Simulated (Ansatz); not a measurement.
Crystal: NbP.

```
Nb P
1.0
    -1.67492    1.67492    5.74011
     1.67492   -1.67492    5.74011
     1.67492    1.67492   -5.74011
Nb P
2 2
Direct
  0.24988 0.74988 0.50000
  0.49988 0.49988 0.00000
  0.83275 0.33275 0.50000
  0.08275 0.08275 0.00000
```

The cell is a database's computed one.

Base run:

* Program: Ansatz 0.2.0
* Functional: PBE
* Potentials or basis: all-electron LAPW, scalar-relativistic
* Cutoff: 226 eV
* Density cutoff: 905 eV
* Basis error allowed: 0.001 eV/atom
* k mesh: 11 × 11 × 11
* Occupations: fermi-dirac, width 0.05 eV
* Spin: no spin polarisation

Its results: band gap on the k mesh none (metal or under the smearing width); pressure -1.1 GPa; largest force 0.016 eV/Å.

Q: The run is repeated on the same cell with these changes: functional from PBE to PBEsol. What comes out?

A: Band gap on the k mesh none (metal or under the smearing width); pressure -6.4 GPa; largest force 0.017 eV/Å.

PBEsol binds more tightly than PBE, so the same cell stands under less pressure.

Not every run made on this cell is shown here.
